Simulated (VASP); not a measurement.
## GaAs: elastic constants with r2SCAN

Crystal: GaAs.

```
Ga As
1.0
     0.00000    2.87509    2.87509
     2.87509    0.00000    2.87509
     2.87509    2.87509    0.00000
Ga As
1 1
Cartesian
  0.0000 0.0000 0.0000
  4.3126 4.3126 4.3126
```

The cell is a database's computed one.

```
Program                   : VASP 6.6.1
Task                      : elastic constants
Functional                : r2SCAN
Potentials or basis       : VASP PAW PBE potentials, release 64 (Ga_d, As)
Cutoff                    : 600 eV
k mesh                    : 10 × 10 × 10
Occupations               : gaussian, width 0.1 eV
Spin                      : no spin polarisation
Ions in elastic constants : relaxed
Further INCAR settings    : ALGO = Normal; EDIFF = 1e-08; IBRION = 6; POTIM = 0.015; NSW = 1; ISIF = 3
```

The relaxed volume is 22.77 Å³/atom, the relaxed cell is a = 4.008 Å, b = 4.008 Å, c = 4.008 Å, α = 60.00°, β = 60.00°, γ = 60.00° and the space group after relaxing (to 0.05 Å) is F-43m (No. 216). The elastic constants C11, C12, C44 are 117, 50, 60 GPa. The voigt bulk modulus is 72 GPa and the highest phonon frequency at Γ, LO-TO splitting left out is 265 cm⁻¹.

The path:
| step | energy change (eV) | largest force (eV/Å) | pressure (GPa) | volume (Å³) |
| --- | --- | --- | --- | --- |
| 1 | 0.0000 | 0.0000 | -2.83 | 47.53 |
| 2 | -0.0152 | 0.0000 | 1.40 | 44.70 |
| 3 | -0.0187 | 0.0000 | 0.04 | 45.51 |
| 4 | -0.0187 | 0.0000 | -0.03 | 45.55 |
| 5 | -0.0187 | 0.0000 | -0.03 | 45.55 |
| 6 | -0.0187 | 0.0000 | -0.03 | 45.55 |
| 7 | -0.0187 | 0.0000 | -0.03 | 45.55 |
| 8 | -0.0187 | 0.0000 | -0.03 | 45.55 |
| 9 | -0.0187 | 0.0000 | -0.03 | 45.55 |
| 10 | -0.0187 | 0.0000 | -0.03 | 45.55 |
| 11 | -0.0187 | 0.0000 | -0.02 | 45.55 |
| 12 | -0.0187 | 0.0000 | -0.03 | 45.55 |
| 13 | -0.0187 | 0.0000 | -0.03 | 45.55 |
| 14 | -0.0187 | 0.0000 | -0.02 | 45.55 |
| 15 | -0.0187 | 0.0000 | -0.02 | 45.55 |
| 16 | -0.0187 | 0.0000 | -0.02 | 45.55 |
| 17 | -0.0187 | 0.0000 | 0.00 | 45.54 |

Final structure:
```
Ga As
1.0
     0.00000    2.83437    2.83437
     2.83437    0.00000    2.83437
     2.83437    2.83437    0.00000
Ga As
1 1
Direct
  0.00000 0.00000 0.00000
  0.75000 0.75000 0.75000
```

Phonon frequencies in cm⁻¹ (negative: imaginary):
```tsv
q point	frequencies
(0.000, 0.000, 0.000)	-1 -1 -1 265 265 265
```

Elastic tensor in Voigt notation (GPa, in the Cartesian axes of the cell as first typed):
```
117  50  50   0   0   0
 50 117  50   0   0   0
 50  50 117   0   0   0
  0   0   0  60   0   0
  0   0   0   0  60   0
  0   0   0   0   0  60
```

Clamped-ion elastic tensor (GPa):
```
117  50  50   0   0   0
 50 117  50   0   0   0
 50  50 117   0   0   0
  0   0   0  78   0   0
  0   0   0   0  78   0
  0   0   0   0   0  78
```

Run time: 63 min on 1 thread of Intel(R) Xeon(R) Platinum 8488C (Sapphire Rapids), with other jobs on the host, peak memory 0.47 GiB.

Caveat: the PAW data sets were made with another functional, which shifts forces and pressure a little.
